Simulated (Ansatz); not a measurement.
We consider cubic perovskite LaAlO₃ (cubic high-temperature phase), described by BLYP in Ansatz (PAW).

Settings: plane-wave cutoff 520 eV, 10×10×10 k mesh, Fermi–Dirac smearing 0.01 eV, scalar-relativistic PAW data made under PBE.

Cell (measured lattice):

```yaml
crystal:
  lattice:
    - [3.81000, 0.00000, 0.00000]
    - [0.00000, 3.81000, 0.00000]
    - [0.00000, 0.00000, 3.81000]
  atoms:
    - { symbol: La, position: [0.00000, 0.00000, 0.00000] }
    - { symbol: Al, position: [0.50000, 0.50000, 0.50000] }
    - { symbol: O, position: [0.50000, 0.00000, 0.50000] }
    - { symbol: O, position: [0.00000, 0.50000, 0.50000] }
    - { symbol: O, position: [0.50000, 0.50000, 0.00000] }
```

Q: What does this level give for the band gap and smallest direct gap on the k points sampled?

A: 
- band gap: 3.70 eV
- smallest direct gap on the k points sampled: 3.83 eV

Note: held by symmetry at 0 K, a high-temperature phase can be a saddle point; cell and atoms aren't relaxed at this level (pressure 6.1 GPa).

Spin–orbit coupling is not included.

Ansatz is a first-principles code.
